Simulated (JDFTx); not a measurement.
# MgB2 (P6/mmm) in JDFTx: equation of state

How stiff is MgB2 in PBE, and what volume does it want? The cell is scaled to several volumes.

Everything below comes from runs of JDFTx 1.7.0 (patched build). Logs are shortened: lines on timing, memory, paths and dates and some standing lists are left out, and cuts for length are marked. The log counts tension as positive stress, the text compression.

## 1. Starting point

The structure is hexagonal, space group P6/mmm (No. 191). The conventional cell has a = 3.085 Å, b = 3.085 Å, c = 3.523 Å, α = 90.00°, β = 90.00°, γ = 120.00°. Around Mg (site symmetry 6/mmm) lie 12 B at 2.51 Å. B (site symmetry -6m2) is surrounded by 3 B at 1.78 Å.

## 2. Equation of state, PBE, 9.10 Å³/atom (volume scaled by 0.94)

Contents of MgB2.in:

```
lattice \
    5.7107960871    -2.8553980435     0.0000000000 \
    0.0000000000     4.9456944874     0.0000000000 \
    0.0000000000     0.0000000000     6.5215995510
coords-type Lattice
ion Mg     0.0000000000     0.0000000000     0.0000000000 1
ion B      0.6666666667     0.3333333333     0.5000000000 1
ion B      0.3333333333     0.6666666667     0.5000000000 1

ion-species pseudo/Mg.upf
ion-species pseudo/B.upf
elec-cutoff 42 336
elec-ex-corr gga-PBE
kpoint-folding 10 10 8
elec-smearing Fermi 0.0018374661
elec-n-bands 14
electronic-SCF nIterations 100 energyDiffThreshold 1e-09
electronic-minimize nIterations 30 energyDiffThreshold 1e-7
forces-output-coords Cartesian

dump-name run.$VAR
dump End Ecomponents EigStats BandEigs Kpoints Forces Stress
```

Potentials or basis: PseudoDojo-SR-PBE-0.5-standard.

Run with:

```sh
$ jdftx -c 1 -i MgB2.in -o MgB2.out
```

The program printed:

```text
*************** JDFTx 1.7.0 (patched build) ***************

Input parsed successfully to the following command list (including defaults):
[... the input with its defaults ...]

---------- Setting up symmetries ----------

Found 24 point-group symmetries of the bravais lattice
Found 24 space-group symmetries with basis
Applied RMS atom displacement 2.6921e-10 bohrs to make symmetries exact.

---------- Initializing the Grid ----------
R =
[       5.7108      -2.8554            0  ]
[            0      4.94569            0  ]
[            0            0       6.5216  ]
unit cell volume = 184.195
G =
[    1.10023   0.635218         -0  ]
[          0    1.27044          0  ]
[          0         -0   0.963442  ]
Minimum fftbox size, Smin = [  48  48  56  ]
Chosen fftbox size, S = [  48  48  56  ]

---------- Initializing tighter grid for wavefunction operations ----------
R =
[       5.7108      -2.8554            0  ]
[            0      4.94569            0  ]
[            0            0       6.5216  ]
unit cell volume = 184.195
G =
[    1.10023   0.635218         -0  ]
[          0    1.27044          0  ]
[          0         -0   0.963442  ]
Minimum fftbox size, Smin = [  36  36  40  ]
Chosen fftbox size, S = [  36  36  40  ]

---------- Exchange Correlation functional ----------
Initalized PBE GGA exchange.
Initalized PBE GGA correlation.

---------- Setting up pseudopotentials ----------
Width of ionic core gaussian charges (only for fluid interactions / plotting) set to 0

Reading pseudopotential file 'pseudo/Mg.upf':
  'Mg' pseudopotential, 'PBE' functional
  Generated using ONCVPSP code by D. R. Hamann
  10 valence electrons, 3 orbitals, 4 projectors, 1001 radial grid points, with lMax = 1
    2S    l: 0   occupation:  2.0   eigenvalue: -2.934267
    2P    l: 1   occupation:  6.0   eigenvalue: -1.713025
    3S    l: 0   occupation:  2.0   eigenvalue: -0.172924
  Core radius for overlap checks: 1.50 bohrs.

Reading pseudopotential file 'pseudo/B.upf':
  'B' pseudopotential, 'PBE' functional
  Generated using ONCVPSP code by D. R. Hamann
  3 valence electrons, 2 orbitals, 4 projectors, 1001 radial grid points, with lMax = 1
    2S    l: 0   occupation:  2.0   eigenvalue: -0.347027
    2P    l: 1   occupation:  1.0   eigenvalue: -0.132548
  Core radius for overlap checks: 1.18 bohrs.

Initialized 2 species with 3 total atoms.

Folded 1 k-points by 10x10x8 to 800 k-points.

---------- Setting up k-points, bands, fillings ----------
Reduced to 70 k-points under symmetry.
Computing the number of bands and number of electrons
Calculating initial fillings.
nElectrons:  16.000000   nBands: 14   nStates: 70

----- Setting up reduced wavefunction bases (one per k-point) -----
average nbasis = 2394.229 , ideal nbasis = 2394.672

---------- Setting up ewald sum ----------
Optimum gaussian width for ewald sums = 1.890090 bohr.
Real space sum over 1089 unit cells with max indices [  5  5  4  ]
Reciprocal space sum over 2535 terms with max indices [  6  6  7  ]

---------- Allocating electronic variables ----------
Initializing wave functions:  linear combination of atomic orbitals
Note: number of bands (14) exceeds available atomic orbitals (13)
Mg pseudo-atom occupations:   s ( 2 2 )  p ( 6 )
B pseudo-atom occupations:   s ( 2 )  p ( 1 )
	FillingsUpdate:  mu: +0.431420668  nElectrons: 16.000000
LCAOMinimize: Iter:   0  F: -64.9901345360284779  |grad|_K:  2.390e-03  alpha:  1.000e+00
	FillingsUpdate:  mu: +0.397028594  nElectrons: 16.000000
LCAOMinimize: Iter:   1  F: -65.0241778693859942  |grad|_K:  2.265e-04  alpha:  7.581e-01  linmin:  7.290e-02  cgtest: -7.494e-01
	FillingsUpdate:  mu: +0.396985733  nElectrons: 16.000000
[... 13 lines of inner loops ...]
LCAOMinimize: Iter:   6  F: -65.0244417099330576  |grad|_K:  6.124e-08  alpha:  9.721e-01  linmin:  1.184e-03  cgtest: -5.146e-03
	FillingsUpdate:  mu: +0.399503285  nElectrons: 16.000000
LCAOMinimize: Iter:   7  F: -65.0244417099561502  |grad|_K:  1.030e-08  alpha:  8.908e-01  linmin:  4.165e-04  cgtest: -1.518e-02
LCAOMinimize: Converged (|Delta F|<1.000000e-06 for 2 iters).

-------- Electronic minimization -----------
Will mix electronic density at each iteration.
	FillingsUpdate:  mu: +0.399503285  nElectrons: 16.000000
	FillingsUpdate:  mu: +0.377785130  nElectrons: 16.000000
SCF: Cycle:  0   F: -65.088138879402862   dF: -6.370e-02   |Residual|: 7.693e-02   |deigs|: 1.169e-01
	FillingsUpdate:  mu: +0.370617331  nElectrons: 16.000000
SCF: Cycle:  1   F: -65.098596358086596   dF: -1.046e-02   |Residual|: 3.061e-02   |deigs|: 2.260e-02
	FillingsUpdate:  mu: +0.364662024  nElectrons: 16.000000
SCF: Cycle:  2   F: -65.100230304957520   dF: -1.634e-03   |Residual|: 1.147e-02   |deigs|: 9.503e-03
	FillingsUpdate:  mu: +0.365087019  nElectrons: 16.000000
SCF: Cycle:  3   F: -65.100226000993899   dF: +4.304e-06   |Residual|: 2.520e-03   |deigs|: 1.082e-03
	FillingsUpdate:  mu: +0.364632392  nElectrons: 16.000000
SCF: Cycle:  4   F: -65.100234100548988   dF: -8.100e-06   |Residual|: 4.161e-04   |deigs|: 5.460e-04
	FillingsUpdate:  mu: +0.364623870  nElectrons: 16.000000
SCF: Cycle:  5   F: -65.100234236211136   dF: -1.357e-07   |Residual|: 9.708e-05   |deigs|: 1.523e-04
	FillingsUpdate:  mu: +0.364635683  nElectrons: 16.000000
SCF: Cycle:  6   F: -65.100234266959390   dF: -3.075e-08   |Residual|: 3.203e-05   |deigs|: 9.977e-05
	FillingsUpdate:  mu: +0.364641567  nElectrons: 16.000000
SCF: Cycle:  7   F: -65.100234272845896   dF: -5.887e-09   |Residual|: 1.427e-05   |deigs|: 9.638e-05
	FillingsUpdate:  mu: +0.364638462  nElectrons: 16.000000
SCF: Cycle:  8   F: -65.100234274755579   dF: -1.910e-09   |Residual|: 5.035e-06   |deigs|: 1.268e-04
	FillingsUpdate:  mu: +0.364639322  nElectrons: 16.000000
SCF: Cycle:  9   F: -65.100234275114246   dF: -3.587e-10   |Residual|: 1.655e-06   |deigs|: 1.219e-04
	FillingsUpdate:  mu: +0.364639311  nElectrons: 16.000000
SCF: Cycle: 10   F: -65.100234275234868   dF: -1.206e-10   |Residual|: 7.973e-07   |deigs|: 1.111e-04
SCF: Converged (|Delta E|<1.000000e-09 for 2 iters).

Setting wave functions to eigenvectors of Hamiltonian

# Stress tensor in Cartesian coordinates [Eh/a0^3]:
[  -0.00036036            0            0  ]
[            0  -0.00036036            0  ]
[            0            0 -0.000235724  ]

# Ionic positions in lattice coordinates:
ion Mg   0.000000000000000   0.000000000000000   0.000000000000000 1
ion B   0.666666666666667   0.333333333333333   0.500000000000000 1
ion B   0.333333333333333   0.666666666666667   0.500000000000000 1

# Forces in Cartesian coordinates:
force Mg  -0.000000000000000  -0.000000000000000   0.000000000000000 1
force B  -0.000000000000000  -0.000000000000000   0.000000000000000 1
force B   0.000000000000000   0.000000000000000   0.000000000000000 1

# Energy components:
   Eewald =      -37.6975149807105652
       EH =       19.9997317917933088
     Eloc =      -57.3360735203554412
      Enl =      -18.0325106547999496
      Exc =      -10.4702179688439561
 Exc_core =        0.1900100766099839
       KE =       38.2465763068656557
-------------------------------------
     Etot =      -65.0999989494409590
       TS =        0.0002353257939104
-------------------------------------
        F =      -65.1002342752348682

IonicMinimize: Iter:   0  F: -65.100234275234868  |grad|_K:        nan
IonicMinimize: None of the convergence criteria satisfied after 0 iterations.

#--- Lowdin population analysis ---
# oxidation-state Mg +1.664
# oxidation-state B -0.791 -0.791

Dumping 'run.eigStats' ...
	eMin: -2.397222 at state 0 ( [ +0.000000 +0.000000 +0.000000 ] spin 0 )
	HOMO: +0.364441 at state 6 ( [ +0.000000 +0.100000 +0.125000 ] spin 0 )
	mu  : +0.364639
	LUMO: +0.367880 at state 45 ( [ +0.100000 +0.400000 +0.000000 ] spin 0 )
	eMax: +0.964366 at state 29 ( [ +0.000000 +0.500000 +0.500000 ] spin 0 )
	HOMO-LUMO gap: +0.003439
	Optical gap  : +0.013208 at state 9 ( [ +0.000000 +0.100000 +0.500000 ] spin 0 )
Done!
```

Run time: 70 s. Hardware: 1 thread of Arm Neoverse V2, shared host; peak memory 0.14 GiB.

What came out:

```
Free energy            : -1771.4676 eV
Pressure               : 9.4 GPa
Band gap on the k mesh : none (metal or under the smearing width)
Loewdin charges        : Mg +1.66; B -0.79 e
```

## 3. Equation of state, PBE, 9.29 Å³/atom (volume scaled by 0.96)

MgB2.in, as its differences from that of step 2:

```diff
@@ -1,5 +1,5 @@
 lattice \
-    5.7107960871    -2.8553980435     0.0000000000 \
-    0.0000000000     4.9456944874     0.0000000000 \
-    0.0000000000     0.0000000000     6.5215995510
+    5.7510142859    -2.8755071431     0.0000000000 \
+    0.0000000000     4.9805244693     0.0000000000 \
+    0.0000000000     0.0000000000     6.5675278215
 coords-type Lattice
@@ -21,2 +21,2 @@
 dump-name run.$VAR
-dump End Ecomponents EigStats BandEigs Kpoints Forces Stress
+dump End Ecomponents EigStats BandEigs Kpoints Forces Stress ElecDensity Dtot KEdensity
```

Potentials or basis: PseudoDojo-SR-PBE-0.5-standard.

Run with:

```sh
$ jdftx -c 1 -i MgB2.in -o MgB2.out
```

Wall time 65 s (1 thread of Arm Neoverse V2, shared host); peak memory 0.15 GiB.

The run converged. Its results:

```yaml
Free_energy: -1771.4948 eV
Pressure: 5.6 GPa
Band_gap_on_the_k_mesh: none (metal or under the smearing width)
Loewdin_charges: Mg +1.66; B -0.79 e
```

## 4. Equation of state, PBE, 9.49 Å³/atom (volume scaled by 0.98)

MgB2.in, as its differences from that of step 3:

```diff
@@ -1,5 +1,5 @@
 lattice \
-    5.7510142859    -2.8755071431     0.0000000000 \
-    0.0000000000     4.9805244693     0.0000000000 \
-    0.0000000000     0.0000000000     6.5675278215
+    5.7906777069    -2.8953388535     0.0000000000 \
+    0.0000000000     5.0148739993     0.0000000000 \
+    0.0000000000     0.0000000000     6.6128225483
 coords-type Lattice
```

Run with:

```sh
$ jdftx -c 1 -i MgB2.in -o MgB2.out
```

Run time: 67 s. Hardware: 1 thread of Arm Neoverse V2, shared host; peak memory 0.15 GiB.

Results (log left out):

```yaml
Free_energy: -1771.5090 eV
Pressure: 2.2 GPa
Band_gap_on_the_k_mesh: none (metal or under the smearing width)
Loewdin_charges: Mg +1.66; B -0.79 e
```

## 5. Equation of state, PBE, 9.68 Å³/atom

MgB2.in, as its differences from that of step 4:

```diff
@@ -1,5 +1,5 @@
 lattice \
-    5.7906777069    -2.8953388535     0.0000000000 \
-    0.0000000000     5.0148739993     0.0000000000 \
-    0.0000000000     0.0000000000     6.6128225483
+    5.8298050945    -2.9149025472     0.0000000000 \
+    0.0000000000     5.0487593110     0.0000000000 \
+    0.0000000000     0.0000000000     6.6575051371
 coords-type Lattice
```

Run with:

```sh
$ jdftx -c 1 -i MgB2.in -o MgB2.out
```

Wall time 70 s (1 thread of Arm Neoverse V2, shared host); peak memory 0.15 GiB.

The run converged. Its results:

* Free energy: -1771.5114 eV
* Pressure: -0.9 GPa
* Band gap on the k mesh: none (metal or under the smearing width)
* Loewdin charges: Mg +1.65; B -0.78 e

## 6. Equation of state, PBE, 9.87 Å³/atom (volume scaled by 1.02)

MgB2.in, as its differences from that of step 5:

```diff
@@ -1,5 +1,5 @@
 lattice \
-    5.8298050945    -2.9149025472     0.0000000000 \
-    0.0000000000     5.0487593110     0.0000000000 \
-    0.0000000000     0.0000000000     6.6575051371
+    5.8684142004    -2.9342071002     0.0000000000 \
+    0.0000000000     5.0821957775     0.0000000000 \
+    0.0000000000     0.0000000000     6.7015958600
 coords-type Lattice
```

Potentials or basis: PseudoDojo-SR-PBE-0.5-standard.

Run with:

```sh
$ jdftx -c 1 -i MgB2.in -o MgB2.out
```

Wall time 70 s (1 thread of Arm Neoverse V2, shared host); peak memory 0.16 GiB.

Results (log left out):

```
Free energy            : -1771.5030 eV
Pressure               : -3.7 GPa
Band gap on the k mesh : none (metal or under the smearing width)
Loewdin charges        : Mg +1.65; B -0.78 e
```

(Part 1 of 2 ends here.)
